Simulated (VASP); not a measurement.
## SnO: relaxation of cell and atoms with optB86b-vdW

The system is SnO.

```xyz
4
Lattice="3.8137 0.0000 0.0000 0.0000 3.8137 0.0000 0.0000 0.0000 4.8869" Properties=species:S:1:pos:R:3 pbc="T T T"
Sn    1.9068    0.0000    3.7367
Sn    0.0000    1.9068    1.1503
O     0.0000    0.0000    0.0000
O     1.9068    1.9068    0.0000
```

The cell is a database's computed one.

```
Program                : VASP 6.6.1
Task                   : relaxation of cell and atoms
Functional             : optB86b-vdW
Potentials or basis    : VASP PAW PBE potentials, release 64 (Sn_d, O)
Cutoff                 : 600 eV
k mesh                 : 7 × 7 × 6
Occupations            : fermi-dirac, width 0.05 eV
Spin                   : no spin polarisation
Further INCAR settings : ALGO = Normal; EDIFF = 1e-06; IBRION = 2; EDIFFG = -0.02; NSW = 40; ISIF = 3
```

- Relaxed volume: 17.63 Å³/atom
- Relaxed cell: a = 3.839 Å, b = 3.839 Å, c = 4.787 Å, α = 90.00°, β = 90.00°, γ = 90.00°
- Space group after relaxing (to 0.05 Å): P4/nmm (No. 129)
- Energy gained by relaxing: 3.2 meV/atom
- Ionic steps: 11
- Pressure after relaxing: 0.0 GPa
- Band gap on the k mesh: 0.35 eV, indirect (least direct gap 2.07 eV)

The path:
```csv
step,energy change (eV),largest force (eV/Å),pressure (GPa),volume (Å³)
1,0.0000,0.3988,1.72,71.08
2,0.0000,0.3048,-1.93,73.05
3,-0.0091,0.0400,-0.19,72.05
4,-0.0091,0.0483,-0.11,72.03
5,-0.0097,0.0476,-0.12,71.90
6,-0.0114,0.0499,-0.05,71.51
7,-0.0126,0.0530,0.02,70.73
8,-0.0123,0.0976,-0.36,70.59
9,-0.0128,0.0044,-0.13,70.67
10,-0.0126,0.0109,0.25,70.31
11,-0.0128,0.0009,0.02,70.54
```

Final structure:
```
Sn O
1.0
     3.83862    0.00000    0.00000
     0.00000    3.83862    0.00000
     0.00000    0.00000    4.78711
Sn O
2 2
Direct
  0.50000 0.00000 0.75776
  0.00000 0.50000 0.24224
  0.00000 0.00000 0.00000
  0.50000 0.50000 0.00000
```

Levels at points of the mesh, in eV from the valence-band top:
| k point | band 18 | band 19 | band 20 | band 21 | band 22 | band 23 |
| --- | --- | --- | --- | --- | --- | --- |
| (0.00, 0.00, 0.00) | -2.98 | -2.98 | 0.00 | 2.19 | 4.59 | 4.59 |
| (0.00, 0.00, 0.50) | -2.99 | -2.99 | -2.02 | 1.73 | 2.89 | 2.89 |

Wall time 12 min on 1 thread of Intel(R) Xeon(R) 6975P-C (Granite Rapids), on a shared host, peak memory 0.45 GiB.

Caveat: the PAW data sets were made with another functional, which shifts forces and pressure a little; spin-orbit coupling is left out, which moves the levels of the heavy elements; an odd mesh through Γ misses points on the zone boundary, where band edges often lie.
